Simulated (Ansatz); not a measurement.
The system is SnO.

```
CELL_PARAMETERS angstrom
3.81370 0.00000 0.00000
0.00000 3.81370 0.00000
0.00000 0.00000 4.88691
ATOMIC_POSITIONS crystal
Sn 0.50000 0.00000 0.76463
Sn 0.00000 0.50000 0.23537
O 0.00000 0.00000 0.00000
O 0.50000 0.50000 0.00000
```

The cell is a database's computed one.

Base run:

* Program: Ansatz 0.2.0
* Functional: PBE
* Potentials or basis: Ansatz PAW
* Cutoff: 500 eV
* Density cutoff: 2000 eV
* k mesh: 7 × 7 × 6
* Occupations: fermi-dirac, width 0.05 eV
* Spin: no spin polarisation

Its results: band gap on the k mesh 0.37 eV, indirect (least direct gap 2.08 eV); pressure 3.5 GPa; largest force 0.365 eV/Å.

Question: The run is repeated on the same cell with these changes: functional from PBE to exchange-only PBE; cutoff from 500 eV to 420 eV (not typed: the program's choice for these potentials). What comes out?

Answer: Band gap on the k mesh 0.53 eV, indirect (least direct gap 2.24 eV); pressure 16.0 GPa; largest force 1.182 eV/Å.

Caveats: spin-orbit coupling is left out, which moves the levels of the heavy elements; odd divisions of the mesh miss points on the zone boundary, where band edges often lie, so the gap on the mesh can be too wide (some runs); the k mesh misses the band edges, so the gap on the mesh is wider than the one along the path (some runs); so large a pressure means that the cell lies far from this level's equilibrium, or that cutoff or potentials fall short (some runs); the PAW data sets come from PBE, with cores solved anew for the run's functional, which leaves a small shift of forces and pressure (some runs); forces of over 1 eV/Å show positions far from the minimum, so gaps and moduli don't describe the material at rest (some runs).
